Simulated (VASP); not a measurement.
A run of VASP 6.6.1 is set up as follows.

File INCAR:

```
SYSTEM = Nb7P8
  PREC = Accurate
  ENCUT = 520
  EDIFF = 1E-6
  ISMEAR = 0
  SIGMA = 0.1
  LREAL = Auto
  LASPH = .True.
  NELM = 100
  ALGO = Fast
  ISIF = 2
  LWAVE = .False.
  LCHARG = .False.
  GGA = PS
  NBANDS = 78
```

The input KPOINTS:

```
Automatic mesh
0
Gamma
  2 2 3
  0 0 0
```

File POSCAR:

```
Nb7P8
1.0
    0.0000000000      6.6807580000     -0.0000002900
    6.6807580000      0.0000000000     -0.0000002900
    1.6701892500      1.6701892500     -5.7163181500
Nb P
7 8
Direct
    0.3860009614      0.1367290974      0.4713477763
   -0.0195741986      0.3689782680     -0.2152411866
    0.4023518663      0.6534136471      0.4389158595
    0.5395207859      0.0181357874     -0.0543871341
    0.9089010924      0.1437290865      0.4474335801
    0.5043286385      0.5123750308     -0.0413142321
    0.9006633799      0.6626421853      0.4196296434
    0.2173604363      0.2061726339      0.0385905528
    0.1811458899      0.4262793014      0.3221186742
    0.2236154002      0.7674313864      0.0751481463
    0.0987214117      0.8352635825      0.6278498913
    0.7025635810      0.2230729304      0.1450265205
    0.6184813895      0.3604323777      0.6109825633
    0.7272340363      0.7179491617      0.1032268613
    0.6110041449      0.8518742677      0.6133557447
```

Potentials or basis: VASP PAW PBE potentials, release 64 (Nb_sv, P).

Run with:

```sh
$ cat potpaw_PBE.64/Nb_sv/POTCAR potpaw_PBE.64/P/POTCAR > POTCAR
$ mpirun -np 1 vasp_std > vasp.out
```

Estimate the band gap on the k mesh.

none (metal or under the smearing width).

What does it give for the largest force?

0.046 eV/Å.

Estimate the pressure.

-5.4 GPa.

Stress tensor (GPa, compression positive):
```
-6.00 -0.77 -0.36
-0.77 -5.23  0.05
-0.36  0.05 -5.11
```

Caveat: the k mesh is coarse (spacing up to 0.49 Å⁻¹), so the values aren't converged; the PAW data sets were made with another functional, which shifts forces and pressure a little.
